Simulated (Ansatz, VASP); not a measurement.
As: VASP beside Ansatz

The input INCAR:

```
SYSTEM = As
PREC = Accurate ; ENCUT = 520
EDIFF = 1E-7 ; ISMEAR = -1
SIGMA = 0.05 ; LREAL = .FALSE.
LASPH = .TRUE. ; NELM = 80
ALGO = Normal ; ISIF = 2
LWAVE = .FALSE. ; LCHARG = .TRUE.
GGA = PE ; LELF = .TRUE.
LVHAR = .TRUE. ; NBANDS = 12
```

File KPOINTS:

```
regular mesh
0
G
  7 7 7
  0 0 0
```

File POSCAR:

```
As
1.0
    1.9184128367      1.1075961676      3.5140619945
   -1.9184128367      1.1075961676      3.5140619945
    0.0000000000     -2.2151923353      3.5140619945
As
2
Direct
    0.2260000000      0.2260000000      0.2260000000
    0.7740000000      0.7740000000      0.7740000000
```

input.yaml

```yaml
crystal:
  lattice:
    - [1.9184128367, 1.1075961676, 3.5140619945]
    - [-1.9184128367, 1.1075961676, 3.5140619945]
    - [0.0, -2.2151923353, 3.5140619945]
  atoms:
    - { symbol: As, position: [0.226, 0.226, 0.226] }
    - { symbol: As, position: [0.774, 0.774, 0.774] }
hamiltonian:
  xc: pbe
  pseudopotentials: { kind: paw }
kpoints:
  mp_grid: { grid: [7, 7, 7] }
scf:
  occupations: { method: fermi_dirac, width: 0.05 }
output:
  forces: true
  stress: true
  eigenvalues: true
```

Alike in both runs: task single point; functional PBE; k mesh 7 × 7 × 7; occupations fermi-dirac, width 0.05 eV; no spin polarisation.

```csv
,VASP,Ansatz
version,VASP 6.6.1,Ansatz 0.2.0
potentials or method,"VASP PAW PBE potentials, release 64 (As)",Ansatz PAW
plane-wave cutoff (eV),520,420
valence electrons in the cell,10,30
```

VASP gave:

| Item | Value |
| --- | --- |
| gap on the k mesh at the Fermi level (eV) | 0.09 |
| least direct gap on the mesh (eV) | 0.67 |
| pressure (GPa) | 0.5 |
| largest component of the traceless stress (GPa) | 0.56 |
| rms of the force components (eV/Å) | 0.136 |

What did Ansatz give for the same quantities?

gap on the k mesh at the Fermi level (eV): 0.09; least direct gap on the mesh (eV): 0.66; pressure (GPa): 0.2; largest component of the traceless stress (GPa): 0.65; rms of the force components (eV/Å): 0.108.

Atom by atom the forces differ by 0.027 eV/Å (rms over components). The functional is the same, so the differences come from potentials, cutoffs and numerics. The two sets of potentials don't hold the same shells in valence.

Caveats: an odd mesh through Γ misses points on the zone boundary, where band edges often lie (VASP); odd divisions of the mesh miss points on the zone boundary, where band edges often lie, so the gap on the mesh can be too wide (Ansatz).
